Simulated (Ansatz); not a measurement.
# Cu (I4/mmm) in Ansatz: notebook, part 2 of 2

Ansatz 0.2.0. The steps go on from the part before.

## Step 4: Single point, PBE

input.yaml

```yaml
crystal:
  lattice:
    - [-1.44279332, 1.44279332, 1.37608145]
    - [1.44279332, -1.44279332, 1.37608145]
    - [1.44279332, 1.44279332, -1.37608145]
  atoms:
    - { symbol: Cu, position: [0.0, 0.0, 0.0] }
hamiltonian:
  xc: pbe
  pseudopotentials: { kind: paw }
kpoints:
  mp_grid: { grid: [13, 13, 13] }
scf:
  occupations: { method: gaussian, width: 0.027 }
output:
  forces: true
  stress: true
  eigenvalues: true
```

Potentials or basis: Ansatz PAW.

Launch:

```console
ansatz run input.yaml --threads 2 --pin off --max-ram 5632MiB --backend cpu --events-out ev --progress --plain --runs-dir out
```

The log of the run:

```text
Warning: RAYON_NUM_THREADS=2 ignored (pool sized by the plan → 2); use --threads N
Engine: ansatz 0.2.0, x86_64-unknown-linux-gnu
Pseudopotentials: kind: paw
Pseudopotential: Cu, paw, valence charge 19, recommended cutoff 420 eV (normal), Cu.paw.azcp
Functional definition: PBE
  parameter kappa = 0.804
  parameter beta = 0.06672455060314922
  exchange = pbe_x(kappa = kappa, mu = beta*pi^2/3)
  correlation = pbe_c(beta = beta)
Crystal: 1 atoms, lattice volume = 11.458 Å³
Basis set: ecut = 420 eV, 225 PW (Γ), exchange–correlation on 36×36×36 points (8 copies of the dense FFT grid, shifted against one another)
Bands: 14, of which v1, the nominal top of the filled ones, is band 10 counted from 1 (9 counted from 0)
Symmetry: 16 space group operations
Space group: I4/mmm (ITA 139), of the structure as read, at distance tolerance 2.3e-5 Å
k-points: 196 of 2197
Non-local potential: Cu, projectors of the file, l = 0: 3, l = 1: 2, l = 2: 3, l = 3: 1
PAW form: soft (Blöchl's): semilocal exchange-correlation on the pseudo side does not see the compensation charge
PAW one-centre angular grid: Cu, 590 points (default); XC on 64 Gauss nodes
Initial density: superposition of atomic densities (neutral atoms: chi_scale 0, normalization atom), corrected by the library's trained network
Initial wavefunctions: pseudopotential atomic-orbital guess
Functional: x = pbe(κ = 0.804, μ = 0.2195149727645171), c = pbe(β = 0.06672455060314922)
SCF iter   1: F=—  HF=-6625.130138 eV  |F-HF|=—  |Δ(HF+E_count)|=         —  Δρ=1.14e-3  dr2=4.63e-5  ethr=1.77e-3  ⟨swp⟩=5.3  Hψ=13952  notcnv=0
preconditioner: auto → none  [insulator: Δε(μ)=0.038 eV  Ē_g=17.604 eV  σ=0.027 eV  W_gap=0.62  n_scr=0 (ndim 8)  ℏωp=36.4 eV  f_vac=0.000  D(μ)=0.42/eV (n_scr^D=0)  ε∞_Penn≈5.3]
SCF iter   2: F=—  HF=-6625.130266 eV  |F-HF|=—  |Δ(HF+E_count)|=   1.28e-4  Δρ=5.09e-4  dr2=5.36e-6  ethr=2.44e-7  ⟨swp⟩=2.3  Hψ=6392  notcnv=0
SCF iter   3: F=—  HF=-6625.130281 eV  |F-HF|=—  |Δ(HF+E_count)|=   1.50e-5  Δρ=8.94e-5  dr2=1.53e-7  ethr=2.82e-8  ⟨swp⟩=2.0  Hψ=3621  notcnv=0
iter 4 did not close the SCF: its close was put off for the readings that it lacked (scf_convergence_deferred on its scf_iter line)
SCF iter   4: F=-6625.130282 eV  HF=-6625.130282 eV  |F-HF|=9.62e-9  |Δ(HF+E_count)|=   5.31e-7  Δρ=1.35e-5  dr2=1.01e-8  ethr=8.06e-10  ⟨swp⟩=2.0  Hψ=3721  notcnv=0
iter 5 did not close the SCF: its close was put off for the readings that it lacked (scf_convergence_deferred on its scf_iter line)
SCF iter   5: F=-6625.130282 eV  HF=-6625.130282 eV  |F-HF|=1.84e-10  |Δ(HF+E_count)|=  7.44e-10  Δρ=2.87e-6  dr2=2.41e-10  ethr=5.29e-11  ⟨swp⟩=2.1  Hψ=3747  notcnv=0
SCF iter   6: F=-6625.130282 eV  HF=-6625.130282 eV  |F-HF|=0.00e0  |Δ(HF+E_count)|=  4.13e-10  Δρ=2.69e-7  dr2=1.91e-12  ethr=1.27e-12  ⟨swp⟩=2.4  Hψ=8826  notcnv=0
SCF 1 converged in 6 iterations: F = -6625.130282 eV  dr2 = 1.91e-12
SCF converged after 6 iterations
Free energy (F): -6625.130282 eV
Harris-Foulkes:  -6625.130282 eV  (|F-HF|=0.00e0)
Internal energy: -6625.130132 eV  (E = F + TS)
E sigma→0 (E₀):  -6625.130207 eV
Entropy (-TS):   -0.000150 eV (-0.150 meV/atom)
Fermi energy:    17.375159 eV
--- Per-component energies (eV) ---
  E_band       = -348.292783
  E_kinetic    = 300.376444
  E_local      = -3994.494977  (includes V_loc(G=0)·N_el)
  E_nonlocal   = 389.647549
  E_hartree    = 1761.719549
  E_xc         = -89.847777
  E_vxc        = -115.969880  (∫ρ·V_xc dr)
  E_paw        = -1662.596547  (= ΣΔE_a)
  E_vpaw       = -451.291328  (= ΣTr[D̂ρ^β])
  E_aug_tail   = 0.000278  (compensation charges beyond the density's cutoff)
  E_ewald      = -3329.934651
  E_smearing   = -0.000150  (= −TS)
  E_closure    = -0.000000  (closes the sum)
  Σ components = -6625.130282   (vs F -6625.130282, Δ=0.00e0)
--- Forces (eV/Å), atoms counted from 1 ---
  atom   1  Cu     0.00000000     0.00000000     0.00000000
  max |Σ_I F_I| component: 1.48e-31 eV/Å
--- Stress (GPa, compression-positive) ---
        7.148498       0.000000       0.000000
        0.000000       7.148498       0.000000
        0.000000       0.000000       7.413885
  P = ⅓ Tr σ = 7.2370 GPa (72.370 kbar)
--- Band table (eV; the first three rows and the last of 196) ---
  k-point 0: bands = ["-95.2179", "-52.5208", "-52.5192", "-52.5192", "7.7911", "14.1323", "14.3309", "14.3309", "15.2133", "15.4207", "42.3063", "42.3063", "43.5658", "46.0579"]
  k-point 1: bands = ["-95.2169", "-52.5264", "-52.5232", "-52.5190", "8.0168", "14.1356", "14.2918", "14.4193", "15.1697", "15.4164", "39.6852", "42.1271", "43.0332", "44.4631"]
  k-point 2: bands = ["-95.2142", "-52.5465", "-52.5298", "-52.5184", "8.6780", "14.1300", "14.1844", "14.6705", "15.0795", "15.4060", "35.6033", "40.7728", "42.0734", "42.3279"]
  k-point 195: bands = ["-95.1872", "-52.6168", "-52.6160", "-52.6060", "12.6412", "12.6937", "15.8518", "15.8859", "15.8878", "24.1989", "25.3128", "27.1413", "31.0978", "32.0395"]
```

It took 0.55 s on 2 threads of AMD EPYC 9R45 (Zen 5), shared host; peak memory 0.35 GiB.

What came out:

| Quantity | Value |
| --- | --- |
| Free energy | -6625.1303 eV |
| Pressure | 7.2 GPa |
| Band gap on the k mesh | none (metal or under the smearing width) |

## Step 5: Single point, PBE

input.yaml, as its differences from that of step 4:

```diff
@@ -13,3 +13,3 @@
 scf:
-  occupations: { method: gaussian, width: 0.027 }
+  occupations: { method: gaussian, width: 0.028 }
 output:
@@ -18 +18,5 @@
   eigenvalues: true
+  write_density: true
+  write_potential: true
+  elf: true
+  volumetric_format: npy
```

Potentials or basis: Ansatz PAW.

Launch:

```console
ansatz run input.yaml --threads 2 --pin off --max-ram 5632MiB --backend cpu --events-out ev --progress --plain --runs-dir out
```

The log of the run:

```text
Warning: RAYON_NUM_THREADS=2 ignored (pool sized by the plan → 2); use --threads N
Engine: ansatz 0.2.0, x86_64-unknown-linux-gnu
Pseudopotentials: kind: paw
Pseudopotential: Cu, paw, valence charge 19, recommended cutoff 420 eV (normal), Cu.paw.azcp
Functional definition: PBE
  parameter kappa = 0.804
  parameter beta = 0.06672455060314922
  exchange = pbe_x(kappa = kappa, mu = beta*pi^2/3)
  correlation = pbe_c(beta = beta)
Crystal: 1 atoms, lattice volume = 11.458 Å³
Basis set: ecut = 420 eV, 225 PW (Γ), exchange–correlation on 36×36×36 points (8 copies of the dense FFT grid, shifted against one another)
Bands: 14, of which v1, the nominal top of the filled ones, is band 10 counted from 1 (9 counted from 0)
Symmetry: 16 space group operations
Space group: I4/mmm (ITA 139), of the structure as read, at distance tolerance 2.3e-5 Å
k-points: 196 of 2197
Non-local potential: Cu, projectors of the file, l = 0: 3, l = 1: 2, l = 2: 3, l = 3: 1
PAW form: soft (Blöchl's): semilocal exchange-correlation on the pseudo side does not see the compensation charge
PAW one-centre angular grid: Cu, 590 points (default); XC on 64 Gauss nodes
[... 25 lines left out ...]
  E_nonlocal   = 389.647963
  E_hartree    = 1761.720576
  E_xc         = -89.847759
  E_vxc        = -115.969856  (∫ρ·V_xc dr)
  E_paw        = -1662.596905  (= ΣΔE_a)
  E_vpaw       = -451.291973  (= ΣTr[D̂ρ^β])
  E_aug_tail   = 0.000278  (compensation charges beyond the density's cutoff)
  E_ewald      = -3329.934651
  E_smearing   = -0.000161  (= −TS)
  E_closure    = 0.000000  (closes the sum)
  Σ components = -6625.130287   (vs F -6625.130287, Δ=0.00e0)
--- Forces (eV/Å), atoms counted from 1 ---
  atom   1  Cu     0.00000000     0.00000000    -0.00000000
  max |Σ_I F_I| component: 9.86e-32 eV/Å
--- Stress (GPa, compression-positive) ---
        7.150763       0.000000       0.000000
        0.000000       7.150763       0.000000
        0.000000       0.000000       7.412428
  P = ⅓ Tr σ = 7.2380 GPa (72.380 kbar)
--- Band table (eV; the first three rows and the last of 196) ---
  k-point 0: bands = ["-95.2178", "-52.5208", "-52.5192", "-52.5192", "7.7911", "14.1323", "14.3309", "14.3309", "15.2133", "15.4208", "42.3063", "42.3063", "43.5658", "46.0579"]
  k-point 1: bands = ["-95.2168", "-52.5264", "-52.5232", "-52.5190", "8.0168", "14.1356", "14.2918", "14.4194", "15.1697", "15.4165", "39.6852", "42.1271", "43.0332", "44.4631"]
  k-point 2: bands = ["-95.2141", "-52.5465", "-52.5297", "-52.5184", "8.6780", "14.1300", "14.1844", "14.6706", "15.0796", "15.4060", "35.6033", "40.7728", "42.0734", "42.3279"]
  k-point 195: bands = ["-95.1871", "-52.6167", "-52.6159", "-52.6060", "12.6412", "12.6937", "15.8518", "15.8859", "15.8879", "24.1989", "25.3128", "27.1413", "31.0979", "32.0395"]
```

rho_z.tsv:

```text
# z_ang	rho[e/angstrom^3]
# format = ansatz-planar-average/11
# lattice	-1.442793320	1.442793320	1.376081450
# lattice	1.442793320	-1.442793320	1.376081450
# lattice	1.442793320	1.442793320	-1.376081450
# sites	1
# site	29	0.000000000	0.000000000	0.000000000
0.000000	4.746054e0
0.136727	4.273940e0
0.273453	3.168346e0
0.410180	2.022899e0
0.546906	1.194298e0
0.683633	7.078502e-1
[... 10 lines left out ...]
2.187625	3.168346e0
2.324352	4.273940e0
```

v_z.tsv:

```text
# z_ang	v_es[eV]	v_tot[eV]
# format = ansatz-planar-average/11
# xc	pbe
# density_cutoff_ev	1680
# datasets	Cu=:simpson_from_first_knot:soft
# lattice	-1.442793320	1.442793320	1.376081450
# lattice	1.442793320	-1.442793320	1.376081450
# lattice	1.442793320	1.442793320	-1.376081450
# sites	1
# site	29	0.000000000	0.000000000	0.000000000
0.000000	-1.833951e-1	-1.465031e1
0.136727	2.359069e-1	-1.408407e1
0.273453	1.495485e0	-1.240531e1
0.410180	3.583513e0	-9.702443e0
0.546906	6.392612e0	-6.185362e0
0.683633	9.613991e0	-2.242897e0
[... 10 lines left out ...]
2.187625	1.495485e0	-1.240531e1
2.324352	2.359069e-1	-1.408407e1
```

Run time: 0.66 s. Hardware: 2 threads of AMD EPYC 9R45 (Zen 5), shared host; peak memory 0.36 GiB.

What came out:

```yaml
Free_energy: -6625.1303 eV
Pressure: 7.2 GPa
Band_gap_on_the_k_mesh: none (metal or under the smearing width)
```

Levels at points of the mesh, in eV from the Fermi level:
| k point | band 8 | band 9 | band 10 | band 11 | band 12 | band 13 |
| --- | --- | --- | --- | --- | --- | --- |
| (0.00, 0.00, 0.00) | -3.04 | -2.16 | -1.95 | 24.93 | 24.93 | 26.19 |

## Step 6: Summary

```tsv
task	level	cell	smearing	gap on the mesh (eV)	pressure (GPa)	relaxed volume (Å³/atom)
relaxation of cell and atoms	BLYP+D3(BJ)	relaxed	fermi-dirac 0.05 eV	none	0.0	11.18
relaxation of cell and atoms	BLYP+D4	relaxed	fermi-dirac 0.05 eV	none	0.0	11.51
single point	PBE	as given	gaussian 0.027 eV	none	7.2	-
single point	PBE	as given	gaussian 0.028 eV	none	7.2	-
```

Alike in all rows: potentials or basis Ansatz PAW; no spin polarisation; k mesh 13 × 13 × 13; cutoff (eV) 420.

Caveats: the plane-wave basis is chosen anew once the cell has moved, so the energies of steps on either side of that aren't comparable (some runs); pairwise dispersion overbinds metals, which lowers pressure and volume (some runs); the PAW data sets come from PBE, with cores solved anew for the run's functional, which leaves a small shift of forces and pressure (some runs).

Absolute energies hang on the potentials; compare differences alone.
